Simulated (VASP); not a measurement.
# CuO (P6_3mc) in VASP: settings compared

The runs below take CuO through single point, with HSE(alpha, omega).

All numbers are computed with VASP 6.6.1; they aren't measurements. Logs are shortened: lines on timing, memory, paths and dates and some standing lists are left out, and cuts for length are marked.

## (1) The structure

It takes space group P6_3mc (No. 186, hexagonal). The conventional cell has a = 3.288 Å, b = 3.288 Å, c = 5.385 Å, α = 90.00°, β = 90.00°, γ = 120.00°. Around Cu (site symmetry 3m) lie 4 O at 2.01 to 2.02 Å. O (site symmetry 3m) is surrounded by 4 Cu at 2.01 to 2.02 Å.

Measurements of this composition are mostly on another form, of space group No. 15.

## (2) Single point, HSE(alpha, omega)

Input file POSCAR:

```
CuO
1.0
    3.2880244300      0.0000000000      0.0000000000
   -1.6440122100      2.8475126800      0.0000000000
    0.0000000000      0.0000000000      5.3850248600
Cu O
2 2
Direct
    0.6666666667      0.3333333333      0.0000000000
    0.3333333333      0.6666666667      0.5000000000
    0.6666666667      0.3333333333      0.6252000000
    0.3333333333      0.6666666667      0.1252000000
```

Input file INCAR.step1:

```
SYSTEM = CuO
PREC     = Accurate       ! precision mode
ENCUT    = 520            ! plane-wave cutoff, eV
EDIFF    = 1E-5           ! SCF threshold, eV
ISMEAR   = -1             ! smearing method
SIGMA    = 0.05           ! smearing width, eV
LREAL    = .FALSE.        ! projectors in reciprocal space
LASPH    = .TRUE.         ! aspherical terms in the spheres
NELM     = 60             ! most SCF steps
ALGO     = Normal         ! electronic algorithm
ISIF     = 2              ! what is computed and relaxed
LWAVE    = .TRUE.         ! write WAVECAR
LCHARG   = .FALSE.        ! write CHGCAR
NBANDS   = 25             ! bands
GGA      = PE             ! functional
```

Input file INCAR.step2:

```
SYSTEM = CuO
PREC     = Accurate       ! precision mode
ENCUT    = 520            ! plane-wave cutoff, eV
EDIFF    = 1E-6           ! SCF threshold, eV
ISMEAR   = -1             ! smearing method
SIGMA    = 0.05           ! smearing width, eV
LREAL    = .FALSE.        ! projectors in reciprocal space
LASPH    = .TRUE.         ! aspherical terms in the spheres
NELM     = 60             ! most SCF steps
ALGO     = Normal         ! electronic algorithm
ISIF     = 2              ! what is computed and relaxed
LWAVE    = .FALSE.        ! write WAVECAR
LCHARG   = .FALSE.        ! write CHGCAR
GGA      = PE             ! functional
LHFCALC  = .TRUE.         ! exact exchange
HFSCREEN = 0.1            ! screening, 1/A
AEXX     = 0.25           ! exact-exchange fraction
PRECFOCK = Fast         
NBANDS   = 25             ! bands
ISTART   = 1
```

Input file KPOINTS:

```
Automatic mesh
0
G
  5 5 3
  0 0 0
```

Potentials or basis: VASP PAW PBE potentials, release 64 (Cu, O).

On the command line:

```
$ cat potpaw_PBE.64/Cu/POTCAR potpaw_PBE.64/O/POTCAR > POTCAR
$ cp INCAR.step1 INCAR
$ mpirun -np 1 vasp_std > vasp.out
$ cp INCAR.step2 INCAR
$ mpirun -np 1 vasp_std > vasp.out
```

OUTCAR:

```text
SYSTEM = CuO
   PREC = Accurate
   ENCUT = 520
   EDIFF = 1E-6
   ISMEAR = -1
   LREAL = .FALSE.
   LASPH = .TRUE.
   NELM = 60
   ISIF = 2
   GGA = PE
   LHFCALC = .TRUE.
   HFSCREEN = 0.1
   AEXX = 0.25
   PRECFOCK = Fast
   ISTART = 1

 ion  position               nearest neighbor table
   1  0.667  0.333  0.000-   4 2.01   4 2.01   4 2.01   3 2.02
   2  0.333  0.667  0.500-   3 2.01   3 2.01   3 2.01   4 2.02
   3  0.667  0.333  0.625-   2 2.01   2 2.01   2 2.01   1 2.02
   4  0.333  0.667  0.125-   1 2.01   1 2.01   1 2.01   2 2.02

  LATTYP: Found a hexagonal cell.
 ALAT       =     3.2880244300
 C/A-ratio  =     1.6377691148

  Lattice vectors:

 A1 = (   3.2880244300,   0.0000000000,   0.0000000000)
 A2 = (  -1.6440122100,   2.8475126800,   0.0000000000)
 A3 = (   0.0000000000,   0.0000000000,   5.3850248600)

Analysis of symmetry for initial positions (statically):
=====================================================================
 Subroutine PRICEL returns:
 Original cell was already a primitive cell.

 Routine SETGRP: Setting up the symmetry group for a
 hexagonal supercell.

 Subroutine GETGRP returns: Found 12 space group operations
 (whereof  6 operations were pure point group operations)
 out of a pool of 24 trial point group operations.

The static configuration has the point symmetry C_3v.
 The point group associated with its full space group is C_6v.

Analysis of symmetry for dynamics (positions and initial velocities):
=====================================================================
 Subroutine PRICEL returns:
 Original cell was already a primitive cell.

 Routine SETGRP: Setting up the symmetry group for a
 hexagonal supercell.

 Subroutine GETGRP returns: Found 12 space group operations
 (whereof  6 operations were pure point group operations)
 out of a pool of 24 trial point group operations.

The dynamic configuration has the point symmetry C_3v.
 The point group associated with its full space group is C_6v.

 Subroutine INISYM returns: Found 12 space group operations
 (whereof  6 operations are pure point group operations),
 and found     1 'primitive' translations

[... 86 lines left out ...]
   NSW    =      0    number of steps for IOM
   IBRION =     -1    ionic relax: 0-MD 1-quasi-New 2-CG
   NFREE  =      0    steps in history (QN), initial steepest desc. (CG)
   ISIF   =      2    stress and relaxation
   ISYM   =      3    0-nonsym 1-usesym 2-fastsym
   POTIM  = 0.5000    time-step for ionic-motion
   TEBEG  =    0.0;   TEEND  =   0.0 temperature during run
   PSTRESS=    0.0 pullay stress
   NELECT =      34.0000    total number of electrons
   NUPDOWN=      -1.0000    fix difference up-down
   EMIN   =  10.00;   EMAX   =-10.00  energy-range for DOS
   EFERMI =   0.00;   METHOD = LEGACY
   ISMEAR =    -1;   SIGMA  =   0.05  broadening in eV -4-tet -1-fermi 0-gaus
   EFERMI_NEDOS =   21; number of points for ismear=-14 and -15
   IALGO  =     38    algorithm
   IMIX   =      1    mixing-type and parameters
     AMIX     =   0.40;   BMIX     =  1.00
     AMIX_MAG =   1.60;   BMIX_MAG =  1.00
  volume/ion in A,a.u.               =      12.60        85.06
  Fermi-wavevector in a.u.,A,eV,Ry     =   1.435616  2.712921 28.041522  2.060994
  Thomas-Fermi vector in A             =   2.554895
   LORBIT       =      0    0 simple, 1 ext, 2 COOP (PROOUT), +10 PAW based schemes
   GGA     = PE    functional components
   LHFCALC =     T    Hartree Fock is set to
   PRECFOCK=fast      Normal, Fast or Accurate (Low or Medium for compatibility)
   ENCUT4O =  -1.0   cutoff for four orbital integrals eV
   NKREDX  =     1    reduce k-point grid by
   NKREDY  =     1    reduce k-point grid by
   NKREDZ  =     1    reduce k-point grid by
   AEXX    =    0.2500 exact exchange contribution
   HFSCREEN=    0.1000 screening length (either q_TF or 0.3 A-1)
   HFSCREENC=   0.1000 screening length for correlation (either q_TF or 0.3 A-1)
   ENCUTFOCK=  -1.0 apply spherical cutoff to Coloumb kernel
   IVDW    =     0    specifies the selected vdW correction
   LEPSILON=     F    determine dielectric tensor
   LRPA    =     F    only Hartree local field effects (RPA)
 non-spin polarized calculation
  energy-cutoff  :      520.00
  volume of cell :       50.42
 maximum number of plane-waves:      1368
  NGX = 14; NGY = 14; NGZ = 24

 number of electron      34.0000002 magnetization

 Free energy of the ion-electron system (eV)
  ---------------------------------------------------
  ext. energy  EPLUGINS =         0.00000000
  ---------------------------------------------------
  free energy    TOTEN  =       -22.22625374 eV

  energy without entropy =      -22.20859699  energy(sigma->0) =      -22.21742536

 E-fermi :   1.9832     XC(G=0):  -8.4589

 val. band max:        1.8578884488   @ k =   0.4000  -0.0000   0.3333
 cond. band min:       1.9972117236   @ k =   0.2000  -0.0000   0.3333
 fundamental gap:      0.1393232748
 Fermi energy:         1.9832240646

 k-point     1 :       0.0000    0.0000    0.0000
  band No.  band energies     occupation
      1     -18.2111      2.00000
      2     -17.6523      2.00000
      3      -3.9123      2.00000
      4      -3.1370      2.00000
      5      -3.0647      2.00000
      6      -3.0647      2.00000
[... 269 lines left out ...]
     24      14.7825      0.00000
     25      17.7084      0.00000

------------------------ aborting loop because EDIFF is reached ----------------------------------------

  FORCE on cell =-STRESS in cart. coord.  units (eV):
  Direction    XX          YY          ZZ          XY          YZ          ZX
  --------------------------------------------------------------------------------------
  -------------------------------------------------------------------------------------
  Total       -4.5349430     -4.5349429     -2.6644478     -0.0000000      0.0000000      0.0000000
  in kB     -144.1099594   -144.1099589    -84.6699662     -0.0000003      0.0000000      0.0000000
  external PRESSURE =    -124.2966281 kB  Pullay stress =       0.0000000 kB

 VOLUME and BASIS-vectors are now :
 -----------------------------------------------------------------------------
  energy-cutoff  :      520.00
  volume of cell :       50.42
      direct lattice vectors                 reciprocal lattice vectors
     3.288024430  0.000000000  0.000000000     0.304133993  0.175591843  0.000000000
    -1.644012210  2.847512680  0.000000000     0.000000000  0.351183686  0.000000000
     0.000000000  0.000000000  5.385024860     0.000000000  0.000000000  0.185700164

 POSITION                                       TOTAL-FORCE (eV/Angst)
 -----------------------------------------------------------------------------------
      1.64401      0.94917      0.00000        -0.000000      0.000000      0.230639
      0.00000      1.89834      2.69251        -0.000000     -0.000000      0.230639
      1.64401      0.94917      3.36672        -0.000000     -0.000000     -0.230639
      0.00000      1.89834      0.67421         0.000000      0.000000     -0.230639
 -----------------------------------------------------------------------------------
    total drift:                                0.000001      0.000002     -0.002299

  FREE ENERGIE OF THE ION-ELECTRON SYSTEM (eV)
  ---------------------------------------------------
  free  energy   TOTEN  =       -22.2262537369 eV

  energy  without entropy=      -22.2085969878  energy(sigma->0) =      -22.21742536
```

OUTCAR.step1:

```text
SYSTEM = CuO
   PREC = Accurate
   ENCUT = 520
   EDIFF = 1E-5
   ISMEAR = -1
   LREAL = .FALSE.
   LASPH = .TRUE.
[... 494 lines left out ...]
      0.00000      1.89834      2.69251         0.000000     -0.000000     -0.060340
      1.64401      0.94917      3.36672        -0.000000      0.000000      0.060340
      0.00000      1.89834      0.67421         0.000000     -0.000000      0.060340
 -----------------------------------------------------------------------------------
    total drift:                               -0.000000     -0.000000     -0.001086

  FREE ENERGIE OF THE ION-ELECTRON SYSTEM (eV)
  ---------------------------------------------------
  free  energy   TOTEN  =       -18.9775086737 eV

  energy  without entropy=      -18.9218566683  energy(sigma->0) =      -18.94968267
```

OSZICAR.step1:

```text
N       E                     dE             d eps       ncg     rms          rms(c)
DAV:   1     0.312517435145E+03    0.31252E+03   -0.16265E+04   500   0.198E+03
DAV:   2     0.174169433434E+02   -0.29510E+03   -0.27312E+03   518   0.389E+02
DAV:   3    -0.235300868476E+02   -0.40947E+02   -0.38648E+02   613   0.161E+02
DAV:   4    -0.250809722381E+02   -0.15509E+01   -0.15386E+01   606   0.327E+01
DAV:   5    -0.251128385790E+02   -0.31866E-01   -0.31840E-01   615   0.426E+00    0.167E+01
DAV:   6    -0.228789294099E+02    0.22339E+01   -0.39693E+01   720   0.145E+02    0.145E+01
DAV:   7    -0.188624411778E+02    0.40165E+01   -0.10085E+01   602   0.116E+02    0.249E+00
DAV:   8    -0.190266747680E+02   -0.16423E+00   -0.20188E+00   516   0.905E+00    0.162E+00
DAV:   9    -0.190004216221E+02    0.26253E-01   -0.10520E-01   875   0.861E+00    0.113E+00
DAV:  10    -0.189789984052E+02    0.21423E-01   -0.29780E-02   808   0.459E+00    0.574E-01
DAV:  11    -0.189772668912E+02    0.17315E-02   -0.15652E-02   676   0.101E+00    0.925E-02
DAV:  12    -0.189773455434E+02   -0.78652E-04   -0.47560E-04   677   0.225E-01    0.940E-02
DAV:  13    -0.189775631615E+02   -0.21762E-03   -0.20326E-04   695   0.177E-01    0.596E-02
DAV:  14    -0.189775087422E+02    0.54419E-04   -0.18717E-05   566   0.207E-01    0.241E-02
DAV:  15    -0.189775086737E+02    0.68535E-07   -0.46396E-05   495   0.545E-02
   1 F= -.18977509E+02 E0= -.18949683E+02  d E =-.556520E-01
```

Run time: 17 min. Hardware: 1 thread of Intel Xeon Platinum 8488C (Sapphire Rapids), shared host; peak memory 0.26 GiB.

What came out:

* Free energy: -22.2263 eV
* Pressure: -12.4 GPa
* Largest force: 0.231 eV/Å
* Band gap on the k mesh: none (metal or under the smearing width)

Forces in eV/Å, atoms in the order of the input:
```
Cu   0.000  0.000  0.231
Cu   0.000  0.000  0.231
O    0.000  0.000 -0.231
O    0.000  0.000 -0.231
```

Caveat: the k mesh is coarse (spacing up to 0.44 Å⁻¹), so the values aren't converged, least of all with exact exchange; the PAW data sets were made with another functional, which shifts forces and pressure a little; the run has no spin polarisation, though such a crystal can be magnetic.

## (3) Single point, HSE(alpha, omega)

POSCAR is that of step 2.

INCAR.step1 is that of step 2.

Changes to INCAR.step2 since step 2:

```diff
@@ -15,3 +15,3 @@
 LHFCALC  = .TRUE.         ! exact exchange
-HFSCREEN = 0.1            ! screening, 1/A
+HFSCREEN = 0.15           ! screening, 1/A
 AEXX     = 0.25           ! exact-exchange fraction
```

KPOINTS is that of step 2.

Potentials or basis: VASP PAW PBE potentials, release 64 (Cu, O).

On the command line:

```
$ cat potpaw_PBE.64/Cu/POTCAR potpaw_PBE.64/O/POTCAR > POTCAR
$ cp INCAR.step1 INCAR
$ mpirun -np 1 vasp_std > vasp.out
$ cp INCAR.step2 INCAR
$ mpirun -np 1 vasp_std > vasp.out
```

Run time: 12 min. Hardware: 1 thread of Intel Xeon Platinum 8488C (Sapphire Rapids), shared host; peak memory 0.26 GiB.

The run converged. Its results:

```
Free energy            : -21.8923 eV
Pressure               : -12.2 GPa
Largest force          : 0.103 eV/Å
Band gap on the k mesh : none (metal or under the smearing width)
```

Forces in eV/Å, atoms in the order of the input:
```
Cu   0.000  0.000  0.103
Cu   0.000  0.000  0.103
O    0.000  0.000 -0.103
O    0.000  0.000 -0.103
```

Stress tensor (GPa, compression positive):
```
-13.87   0.00   0.00
  0.00 -13.87   0.00
  0.00   0.00  -8.91
```

Levels at points of the mesh, in eV from the Fermi level:
| k point | band 13 | band 14 | band 15 | band 16 | band 17 | band 18 | band 19 | band 20 | band 21 | band 22 |
| --- | --- | --- | --- | --- | --- | --- | --- | --- | --- | --- |
| (0.00, 0.00, 0.00) | -2.34 | 0.11 | 0.11 | 0.76 | 1.43 | 1.43 | 2.57 | 7.57 | 9.62 | 15.55 |

Caveat: the k mesh is coarse (spacing up to 0.44 Å⁻¹), so the values aren't converged, least of all with exact exchange; the PAW data sets were made with another functional, which shifts forces and pressure a little; the run has no spin polarisation, though such a crystal can be magnetic.

## (4) Single point, HSE(alpha, omega)

POSCAR is that of step 3.

INCAR.step1 is that of step 3.

Changes to INCAR.step2 since step 3:

```diff
@@ -15,3 +15,3 @@
 LHFCALC  = .TRUE.         ! exact exchange
-HFSCREEN = 0.15           ! screening, 1/A
+HFSCREEN = 0.2            ! screening, 1/A
 AEXX     = 0.25           ! exact-exchange fraction
```

KPOINTS is that of step 3.

On the command line:

```
$ cat potpaw_PBE.64/Cu/POTCAR potpaw_PBE.64/O/POTCAR > POTCAR
$ cp INCAR.step1 INCAR
$ mpirun -np 1 vasp_std > vasp.out
$ cp INCAR.step2 INCAR
$ mpirun -np 1 vasp_std > vasp.out
```

Wall time 10 min (1 thread of Intel Xeon Platinum 8488C (Sapphire Rapids), shared host); peak memory 0.26 GiB.

Results (log left out):

| Property | Result |
| --- | --- |
| Free energy | -21.6070 eV |
| Pressure | -12.1 GPa |
| Largest force | 0.091 eV/Å |
| Band gap on the k mesh | none (metal or under the smearing width) |

Forces in eV/Å, atoms in the order of the input:
```
Cu   0.000  0.000  0.091
Cu   0.000  0.000  0.091
O    0.000  0.000 -0.091
O    0.000  0.000 -0.091
```

Stress tensor (GPa, compression positive):
```
-13.66   0.00   0.00
  0.00 -13.66   0.00
  0.00   0.00  -8.87
```

Levels at points of the mesh, in eV from the Fermi level:
```tsv
k point	band 14	band 15	band 16	band 17	band 18	band 19	band 20	band 21
(0.00, 0.00, 0.00)	0.07	0.07	0.70	1.30	1.30	2.47	7.45	9.50
```

Caveat: the k mesh is coarse (spacing up to 0.44 Å⁻¹), so the values aren't converged, least of all with exact exchange; the PAW data sets were made with another functional, which shifts forces and pressure a little; the run has no spin polarisation, though such a crystal can be magnetic.

## (5) Single point, HSE(alpha, omega)

POSCAR is that of step 4.

INCAR.step1 is that of step 4.

Changes to INCAR.step2 since step 4:

```diff
@@ -15,3 +15,3 @@
 LHFCALC  = .TRUE.         ! exact exchange
-HFSCREEN = 0.2            ! screening, 1/A
+HFSCREEN = 0.3            ! screening, 1/A
 AEXX     = 0.25           ! exact-exchange fraction
```

KPOINTS is that of step 4.

On the command line:

```
$ cat potpaw_PBE.64/Cu/POTCAR potpaw_PBE.64/O/POTCAR > POTCAR
$ cp INCAR.step1 INCAR
$ mpirun -np 1 vasp_std > vasp.out
$ cp INCAR.step2 INCAR
$ mpirun -np 1 vasp_std > vasp.out
```

Wall time 11 min (1 thread of Intel Xeon Platinum 8488C (Sapphire Rapids), shared host); peak memory 0.26 GiB.

The run converged. Its results:

* Free energy: -21.1206 eV
* Pressure: -11.7 GPa
* Largest force: 0.076 eV/Å
* Band gap on the k mesh: none (metal or under the smearing width)

Forces in eV/Å, atoms in the order of the input:
```
Cu   0.000  0.000  0.076
Cu   0.000  0.000  0.076
O    0.000  0.000 -0.076
O    0.000  0.000 -0.076
```

Stress tensor (GPa, compression positive):
```
-13.19   0.00   0.00
  0.00 -13.19   0.00
  0.00   0.00  -8.81
```

Levels at points of the mesh, in eV from the Fermi level:
```
           k point  band 14  band 15  band 16  band 17  band 18  band 19  band 20  band 21
(0.00, 0.00, 0.00)     0.07     0.07     0.66     1.11     1.11     2.29     7.25     9.29
```

Caveat: the k mesh is coarse (spacing up to 0.44 Å⁻¹), so the values aren't converged, least of all with exact exchange; the PAW data sets were made with another functional, which shifts forces and pressure a little; the run has no spin polarisation, though such a crystal can be magnetic.

## (6) Overview

| screening parameter | gap on the mesh (eV) | pressure (GPa) | largest force (eV/Å) |
| --- | --- | --- | --- |
| 0.1 | none | -12.4 | 0.23 |
| 0.15 | none | -12.2 | 0.10 |
| 0.2 | none | -12.1 | 0.09 |
| 0.3 | none | -11.7 | 0.08 |

Alike in all rows: task single point; level HSE(alpha, omega); potentials or basis VASP PAW PBE potentials, release 64 (Cu, O); no spin polarisation; cell as given; k mesh 5 × 5 × 3; cutoff (eV) 520; smearing fermi-dirac 0.05 eV; the mesh is coarse, so values aren't converged.

Caveats: all runs use coarse meshes; the PAW data sets were made with another functional, which shifts forces and pressure a little; the run has no spin polarisation, though such a crystal can be magnetic.

Total energies depend on the potentials used, so only differences within one code and one set of settings carry meaning.
